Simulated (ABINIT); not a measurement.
A calculation with ABINIT 10.8.3 (patched build) of CdS (Hawleyite) (ASE script, structure typed inline):

run.py

```python
import json, os
import numpy as np
from ase.units import GPa
from ase.calculators.abinit import Abinit, AbinitProfile
from ase import Atoms

atoms = Atoms(['Cd', 'S'],
              cell=[[0.0, 2.9165, 2.9165], [2.9165, 0.0, 2.9165], [2.9165, 2.9165, 0.0]],
              scaled_positions=[[0.0, 0.0, 0.0], [0.75, 0.75, 0.75]],
              pbc=True)

profile = AbinitProfile(command='abinit', pp_paths=[os.path.abspath('pseudos')])
params = dict(
    pps='pawxml', xc='PBE',
    ecut=598.6505,
    pawecutdg=1197.301,
    kptopt=1,
    ngkpt=[8, 8, 8],
    nshiftk=1,
    shiftk=[0.0, 0.0, 0.0],
    ixc=11,
    nband=13,
    occopt=3,
    tsmear=0.05,
    nstep=100,
    tolvrs=1e-09,
    prtwf=0,
    prtden=0,
)

atoms.calc = Abinit(profile=profile, directory='run', **params)
energy = atoms.get_potential_energy()
forces = atoms.get_forces()
stress = atoms.get_stress()
print(f'energy {energy:.6f} eV')
print('forces (eV/A)')
print(np.round(forces, 5))
print('stress (GPa, Voigt, tension positive)', np.round(stress / GPa, 4))
json.dump(dict(energy=energy, forces=forces.tolist(), stress=stress.tolist(), cell=atoms.cell.tolist(), frac=atoms.get_scaled_positions(wrap=False).tolist()), open('results.json', 'w'))
```

Potentials or basis: JTH PAW PBE v2.0.

Command:

```sh
$ python run.py
```

Q: Write the same calculation in another form: native input, structure typed inline.

A: As run:

File run.abi:

```
pp_dirpath "./"
pseudos "Cd.GGA_PBE-JTH.xml, S.GGA_PBE-JTH.xml"

acell 7.7942771716 7.7942771716 7.7942771716
rprim
     0.0000000000     0.7071067812     0.7071067812
     0.7071067812     0.0000000000     0.7071067812
     0.7071067812     0.7071067812     0.0000000000
ntypat 2
znucl 48 16
natom 2
typat 1 2
xcart
     0.0000000000     0.0000000000     0.0000000000
     8.2670793637     8.2670793637     8.2670793637

ecut 22.0
pawecutdg 44.0

kptopt 1
ngkpt 8 8 8
nshiftk 1
shiftk 0.0 0.0 0.0

ixc 11

nband 13
occopt 3
tsmear 0.05 eV

nstep 100
tolvrs 1.0e-9

iomode 3
prtwf 0
prteig 0
prtebands 0
enunit 2
prtden 1
prtvha 1
prtvclmb 1
prtpot 1
```

Potentials or basis: JTH PAW PBE v2.0.

Command:

```console
$ abinit run.abi > log 2>&1
```

Both were run:

|  | ASE script, structure typed inline | native input, structure typed inline |
| --- | --- | --- |
| Pressure | 2.9 GPa | 2.9 GPa |
| Band gap on the k mesh | 1.13 eV, direct | 1.13 eV, direct |
| Valence electrons inside the program's atomic spheres | Cd 10.48; S 3.59 | Cd 10.48; S 3.59 |

Keys that steer only the numerical path or the files written may differ.
